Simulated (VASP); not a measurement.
# InAs (Fm-3m) in VASP: notebook

One crystal, InAs, is run at these levels: PBE; tasks: single point.

Everything below comes from runs of VASP 6.6.1. Logs are shortened: lines on timing, memory, paths and dates and some standing lists are left out, and cuts for length are marked.

### 1 The structure

Symmetry: Fm-3m, No. 225, cubic system. The conventional cell has a = 5.755 Å, b = 5.755 Å, c = 5.755 Å, α = 90.00°, β = 90.00°, γ = 90.00°. In (site symmetry m-3m) is surrounded by 6 As at 2.88 Å. As (site symmetry m-3m) has 6 In at 2.88 Å as nearest neighbours.

Measurements of this composition are mostly on another form, of space group No. 216.

### 2 Single point, PBE, spin-orbit coupling, no magnetisation

Contents of INCAR:

```
  PREC = Accurate
  ENCUT = 400
  EDIFF = 0.001
  ISMEAR = 0
  SIGMA = 0.02
  LREAL = False
  LASPH = True
  NELM = 100
  ALGO = Normal
  ISIF = 2
  LWAVE = False
  LCHARG = False
  MAGMOM = 0 0 0 0 0 0
  LORBIT = 11
  LSORBIT = True
  GGA_COMPAT = False
  GGA = PE
  NBANDS = 34
```

Contents of KPOINTS:

```
regular mesh
0
Gamma
  7 7 7
```

Contents of POSCAR:

```
InAs
1.0
    0.0000000000      2.8773040000      2.8773040000
    2.8773040000      0.0000000000      2.8773040000
    2.8773040000      2.8773040000      0.0000000000
In As
1 1
Direct
    0.5000000000      0.5000000000      0.5000000000
    0.0000000000      0.0000000000      0.0000000000
```

Potentials or basis: VASP PAW PBE potentials, release 64 (In_d, As).

Launch:

```bash
cat potpaw_PBE.64/In_d/POTCAR potpaw_PBE.64/As/POTCAR > POTCAR
mpirun -np 1 vasp_ncl > vasp.out
```

OUTCAR:

```text
PREC = Accurate
   ENCUT = 400
   EDIFF = 0.001
   ISMEAR = 0
   LREAL = False
   LASPH = True
   NELM = 100
   ISIF = 2
   LORBIT = 11
   LSORBIT = True
   GGA = PE

 Found     20 irreducible k-points:

 Following reciprocal coordinates:
            Coordinates               Weight
  0.000000  0.000000  0.000000      1.000000
  0.142857  0.000000  0.000000      8.000000
  0.285714  0.000000  0.000000      8.000000
  0.428571  0.000000  0.000000      8.000000
  0.142857  0.142857  0.000000      6.000000
  0.285714  0.142857  0.000000     24.000000
   k-points           NKPTS =     20   k-points in BZ     NKDIM =     20   number of bands    NBANDS=     34
   number of dos      NEDOS =    301   number of ions     NIONS =      2
   total plane-waves  NPLWV =  21952
   dimension x,y,z NGX =    28 NGY =   28 NGZ =   28
   dimension x,y,z NGXF=    56 NGYF=   56 NGZF=   56
   ions per type =               1   1
   NGX,Y,Z   is equivalent  to a cutoff of  11.44, 11.44, 11.44 a.u.
   NGXF,Y,Z  is equivalent  to a cutoff of  22.88, 22.88, 22.88 a.u.
 SYSTEM =  unknown system
   PREC   = accura    normal or accurate (medium, high low for compatibility)
   ISTART =      0    job   : 0-new  1-cont  2-samecut
   ICHARG =      2    charge: 1-file 2-atom 10-const
   ISPIN  =      1    spin polarized calculation?
   LNONCOLLINEAR =      T non collinear calculations
   LSORBIT =      T    spin-orbit coupling
   LASPH  =      T    aspherical Exc in radial PAW
   ENCUT  =  400.0 eV  29.40 Ry    5.42 a.u.   6.64  6.64  6.64*2*pi/ulx,y,z
   NELM   =    100;   NELMIN=  2; NELMDL= -5     # of ELM steps
   EDIFF  = 0.1E-02   stopping-criterion for ELM
   LREAL  =      F    real-space projection
   EDIFFG = 0.1E-01   stopping-criterion for IOM
   NSW    =      0    number of steps for IOM
   IBRION =     -1    ionic relax: 0-MD 1-quasi-New 2-CG
   NFREE  =      0    steps in history (QN), initial steepest desc. (CG)
   ISIF   =      2    stress and relaxation
   ISYM   =      2    0-nonsym 1-usesym 2-fastsym
   POTIM  = 0.5000    time-step for ionic-motion
   TEBEG  =    0.0;   TEEND  =   0.0 temperature during run
   PSTRESS=    0.0 pullay stress
   NELECT =      18.0000    total number of electrons
   NUPDOWN=      -1.0000    fix difference up-down
   EMIN   =  10.00;   EMAX   =-10.00  energy-range for DOS
   EFERMI =   0.00;   METHOD = LEGACY
   ISMEAR =     0;   SIGMA  =   0.02  broadening in eV -4-tet -1-fermi 0-gaus
   EFERMI_NEDOS =   21; number of points for ismear=-14 and -15
   IALGO  =     38    algorithm
   IMIX   =      4    mixing-type and parameters
     AMIX     =   0.40;   BMIX     =  1.00
     AMIX_MAG =   1.60;   BMIX_MAG =  1.00
  volume/ion in A,a.u.               =      23.82       160.75
  Fermi-wavevector in a.u.,A,eV,Ry     =   1.183505  2.236499 19.057448  1.400683
  Thomas-Fermi vector in A             =   2.319738
   LORBIT       =     11    0 simple, 1 ext, 2 COOP (PROOUT), +10 PAW based schemes
   GGA     = PE    functional components
   LHFCALC =     F    Hartree Fock is set to
   AEXX    =    0.0000 exact exchange contribution
   IVDW    =     0    specifies the selected vdW correction
   LEPSILON=     F    determine dielectric tensor
   LRPA    =     F    only Hartree local field effects (RPA)
 Gauss-broadening in eV      SIGMA  =   0.02
  energy-cutoff  :      400.00
  volume of cell :       47.64
 maximum number of plane-waves:      1786
   NGX = 13   NGY = 13   NGZ = 13

 number of electron      18.0000000 magnetization       0.0000000      0.0000000      0.0000000

 number of electron      18.0000007 magnetization       0.0000000      0.0000000     -0.0000000

 number of electron      18.0000007 magnetization       0.0000000     -0.0000000     -0.0000000

 Free energy of the ion-electron system (eV)
  ---------------------------------------------------
  ext. energy  EPLUGINS =         0.00000000
  ---------------------------------------------------
  free energy    TOTEN  =        -7.38449115 eV

  energy without entropy =       -7.38417637  energy(sigma->0) =       -7.38433376

 E-fermi :   5.9938     XC(G=0): -10.0986

 val. band max:        5.9691718624   @ k =   0.4286   0.0000   0.0000
 cond. band min:       5.9968514836   @ k =   0.2857   0.0000   0.0000
 fundamental gap:      0.0276796212
 Fermi energy:         5.9938364416

 k-point     1 :       0.0000    0.0000    0.0000
  band No.  band energies     occupation
      1      -8.8705      1.00000
      2      -8.8705      1.00000
      3      -8.8705      1.00000
      4      -8.8705      1.00000
      5      -8.0245      1.00000
      6      -8.0245      1.00000
[... 22 lines left out ...]
     29      13.6392      0.00000
     30      13.6392      0.00000

 k-point     2 :       0.1429    0.0000    0.0000
  band No.  band energies     occupation
      1      -8.8729      1.00000
      2      -8.8729      1.00000
      3      -8.8677      1.00000
      4      -8.8677      1.00000
      5      -8.0328      1.00000
      6      -8.0328      1.00000
[... 22 lines left out ...]
     29      13.7307      0.00000
     30      13.7307      0.00000

 k-point     3 :       0.2857    0.0000    0.0000
  band No.  band energies     occupation
      1      -8.8788      1.00000
      2      -8.8788      1.00000
      3      -8.8622      1.00000
      4      -8.8622      1.00000
      5      -8.0517      1.00000
      6      -8.0517      1.00000
[... 22 lines left out ...]
     29      15.0623      0.00000
     30      15.0623      0.00000

 k-point     4 :       0.4286    0.0000    0.0000
  band No.  band energies     occupation
      1      -8.8843      1.00000
      2      -8.8843      1.00000
      3      -8.8587      1.00000
      4      -8.8587      1.00000
      5      -8.0669      1.00000
      6      -8.0669      1.00000
[... 22 lines left out ...]
     29      17.0233      0.00000
     30      17.0233      0.00000

 k-point     5 :       0.1429    0.1429    0.0000
  band No.  band energies     occupation
      1      -8.8744      1.00000
      2      -8.8744      1.00000
      3      -8.8682      1.00000
      4      -8.8682      1.00000
      5      -8.0384      1.00000
      6      -8.0384      1.00000
[... 22 lines left out ...]
     29      14.9986      0.00000
     30      14.9986      0.00000

 k-point     6 :       0.2857    0.1429    0.0000
  band No.  band energies     occupation
      1      -8.8824      1.00000
      2      -8.8824      1.00000
      3      -8.8653      1.00000
      4      -8.8653      1.00000
      5      -8.0576      1.00000
      6      -8.0576      1.00000
[... 22 lines left out ...]
     29      15.7245      0.00000
     30      15.7245      0.00000

 [... further k-points ...]

 [bands above 30 left out]

------------------------ aborting loop because EDIFF is reached ----------------------------------------

  FORCE on cell =-STRESS in cart. coord.  units (eV):
  Direction    XX          YY          ZZ          XY          YZ          ZX
  --------------------------------------------------------------------------------------
  -------------------------------------------------------------------------------------
  Total        0.1440314      0.1440314      0.1440314      0.0000000     -0.0000000      0.0000000
  in kB        4.8437374      4.8437374      4.8437374      0.0000000     -0.0000000      0.0000000
  external PRESSURE =       4.8437374 kB  Pullay stress =       0.0000000 kB

 VOLUME and BASIS-vectors are now :
 -----------------------------------------------------------------------------
  energy-cutoff  :      400.00
  volume of cell :       47.64
      direct lattice vectors                 reciprocal lattice vectors
     0.000000000  2.877304000  2.877304000    -0.173773783  0.173773783  0.173773783
     2.877304000  0.000000000  2.877304000     0.173773783 -0.173773783  0.173773783
     2.877304000  2.877304000  0.000000000     0.173773783  0.173773783 -0.173773783

 POSITION                                       TOTAL-FORCE (eV/Angst)
 -----------------------------------------------------------------------------------
      2.87730      2.87730      2.87730        -0.000000     -0.000000     -0.000000
      0.00000      0.00000      0.00000         0.000000      0.000000      0.000000
 -----------------------------------------------------------------------------------
    total drift:                                0.000000      0.000000      0.000000

  FREE ENERGIE OF THE ION-ELECTRON SYSTEM (eV)
  ---------------------------------------------------
  free  energy   TOTEN  =        -7.3844911466 eV

  energy  without entropy=       -7.3841763722  energy(sigma->0) =       -7.38433376

 Spin-Orbit-Coupling matrix elements

 Ion:    1  E_soc:     -0.0672148
 l=   1
     0.0000000    -0.0049980    -0.0049980
    -0.0049980     0.0000000    -0.0049980
    -0.0049980    -0.0049980     0.0000000
 l=   2
     0.0000000    -0.0012667     0.0000000    -0.0012667    -0.0049377
    -0.0012667     0.0000000    -0.0037033    -0.0012667    -0.0012344
     0.0000000    -0.0037033     0.0000000    -0.0037033     0.0000000
    -0.0012667    -0.0012667    -0.0037033     0.0000000    -0.0012344
    -0.0049377    -0.0012344     0.0000000    -0.0012344     0.0000000
 l=   3
     0.0000000     0.0000000     0.0000000     0.0000000     0.0000000     0.0000000     0.0000000
     0.0000000     0.0000000     0.0000000     0.0000000     0.0000000     0.0000000     0.0000000
     0.0000000     0.0000000     0.0000000     0.0000000     0.0000000     0.0000000     0.0000000
     0.0000000     0.0000000     0.0000000     0.0000000     0.0000000     0.0000000     0.0000000
     0.0000000     0.0000000     0.0000000     0.0000000     0.0000000     0.0000000     0.0000000
     0.0000000     0.0000000     0.0000000     0.0000000     0.0000000     0.0000000     0.0000000
     0.0000000     0.0000000     0.0000000     0.0000000     0.0000000     0.0000000     0.0000000

 Ion:    2  E_soc:     -0.0350808
 l=   1
     0.0000000    -0.0058484    -0.0058484
    -0.0058484     0.0000000    -0.0058484
    -0.0058484    -0.0058484     0.0000000
 l=   2
     0.0000000    -0.0000009     0.0000000    -0.0000009     0.0000025
    -0.0000009     0.0000000     0.0000019    -0.0000009     0.0000006
     0.0000000     0.0000019     0.0000000     0.0000019     0.0000000
    -0.0000009    -0.0000009     0.0000019     0.0000000     0.0000006
     0.0000025     0.0000006     0.0000000     0.0000006     0.0000000
 l=   3
     0.0000000     0.0000000     0.0000000     0.0000000     0.0000000     0.0000000     0.0000000
     0.0000000     0.0000000     0.0000000     0.0000000     0.0000000     0.0000000     0.0000000
     0.0000000     0.0000000     0.0000000     0.0000000     0.0000000     0.0000000     0.0000000
     0.0000000     0.0000000     0.0000000     0.0000000     0.0000000     0.0000000     0.0000000
     0.0000000     0.0000000     0.0000000     0.0000000     0.0000000     0.0000000     0.0000000
     0.0000000     0.0000000     0.0000000     0.0000000     0.0000000     0.0000000     0.0000000
     0.0000000     0.0000000     0.0000000     0.0000000     0.0000000     0.0000000     0.0000000

 total charge

# of ion       s       p       d       tot
------------------------------------------
    1        0.878   0.558   9.878  11.314
    2        1.264   1.439   0.023   2.726
--------------------------------------------------
tot          2.142   1.996   9.901  14.040

 magnetization (x)

# of ion       s       p       d       tot
------------------------------------------
    1        0.000   0.000   0.000   0.000
    2        0.000   0.000   0.000   0.000
--------------------------------------------------
tot          0.000   0.000   0.000   0.000

 magnetization (y)

# of ion       s       p       d       tot
------------------------------------------
    1       -0.000  -0.000   0.000  -0.000
    2       -0.000   0.000   0.000  -0.000
--------------------------------------------------
tot         -0.000  -0.000   0.000  -0.000

 magnetization (z)

# of ion       s       p       d       tot
------------------------------------------
    1        0.000   0.000   0.000   0.000
    2        0.000  -0.000   0.000  -0.000
--------------------------------------------------
tot          0.000  -0.000   0.000   0.000
```

Wall time 22 s (1 thread of Intel Xeon Platinum 8488C (Sapphire Rapids), shared host); peak memory 0.24 GiB.

The run converged, but some of its settings lie outside the range that counts as converged, so its numbers aren't taken as properties of the crystal.

What came out:

```yaml
Free_energy: -7.3845 eV
Pressure: 0.5 GPa
Valence_electrons_inside_the_program's_atomic_spheres: In 11.31; As 2.73
```

### 3 Single point, PBE, spin-orbit coupling, no magnetisation

Changes to INCAR since step 2:

```diff
@@ -2,3 +2,3 @@
   ENCUT = 400
-  EDIFF = 0.001
+  EDIFF = 1E-5
   ISMEAR = 0
```

KPOINTS is that of step 2.

POSCAR is that of step 2.

Potentials or basis: VASP PAW PBE potentials, release 64 (In_d, As).

Launch:

```bash
cat potpaw_PBE.64/In_d/POTCAR potpaw_PBE.64/As/POTCAR > POTCAR
mpirun -np 1 vasp_ncl > vasp.out
```

Wall time 32 s (1 thread of Intel Xeon Platinum 8488C (Sapphire Rapids), shared host); peak memory 0.24 GiB.

The run converged, but some of its settings lie outside the range that counts as converged, so its numbers aren't taken as properties of the crystal.

What came out:

```yaml
Free_energy: -7.3847 eV
Pressure: -0.2 GPa
Valence_electrons_inside_the_program's_atomic_spheres: In 11.31; As 2.73
```

### 4 Single point, PBE, spin-orbit coupling, no magnetisation

Changes to INCAR since step 3:

```diff
@@ -2,6 +2,6 @@
   ENCUT = 400
-  EDIFF = 1E-5
+  EDIFF = 1E-7
   ISMEAR = 0
   SIGMA = 0.02
-  LREAL = False
+  LREAL = Auto
   LASPH = True
```

KPOINTS is that of step 3.

POSCAR is that of step 3.

Launch:

```bash
cat potpaw_PBE.64/In_d/POTCAR potpaw_PBE.64/As/POTCAR > POTCAR
mpirun -np 1 vasp_ncl > vasp.out
```

It took 53 s on 1 thread of Intel Xeon Platinum 8488C (Sapphire Rapids), shared host; peak memory 0.24 GiB.

These settings aren't checked as converged: the numbers below hold their error.

What came out:

| Property | Result |
| --- | --- |
| Free energy | -7.3857 eV |
| Pressure | -0.2 GPa |
| Valence electrons inside the program's atomic spheres | In 11.31; As 2.73 |

### 5 The reference run

An earlier run on the cell as given: functional PBE; potentials or basis VASP PAW PBE potentials, release 64 (In_d, As); cutoff 520 eV; k mesh 8 × 8 × 8; occupations fermi-dirac, width 0.05 eV; no spin polarisation.

* Pressure: 0.0 GPa
* Band gap on the k mesh: none (metal or under the smearing width)
